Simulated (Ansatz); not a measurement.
Mulliken charges of C3H4N2 (`c1c[nH]cn1`) from r2SCAN/def2-TZVPP in Ansatz (PBE0-D4/def2-TZVP geometry).

```tsv
atom	x (Å)	y (Å)	z (Å)	charge (e)
C1	0.011	1.134	-0.468	-0.061
C2	0.718	-0.010	-0.706	-0.064
N3	0.213	-0.929	0.173	-0.155
C4	-0.758	-0.313	0.889	0.118
N5	-0.905	0.934	0.527	-0.346
H6	0.113	2.089	-0.959	0.101
H7	1.509	-0.246	-1.398	0.123
H8	0.509	-1.885	0.268	0.170
H9	-1.322	-0.820	1.658	0.114
```

**Question.** By hand: the dipole of these point charges (1 e Å = 4.8032 D).

**Answer.** Σ q r = (0.277, -0.518, -0.065) e Å, of length 0.591 e Å = 2.84 D.

**Question.** How does the dipole of the full density compare? (Estimate.)

**Answer.** Ansatz gave: (0.378, -0.671, -0.103) e Å, 3.73 D; the point charges give 0.76 times that, at 2° from its direction.

Point charges leave out the atoms' own dipoles, such as those of lone pairs, and Mulliken's split depends on the basis, so the two needn't agree.
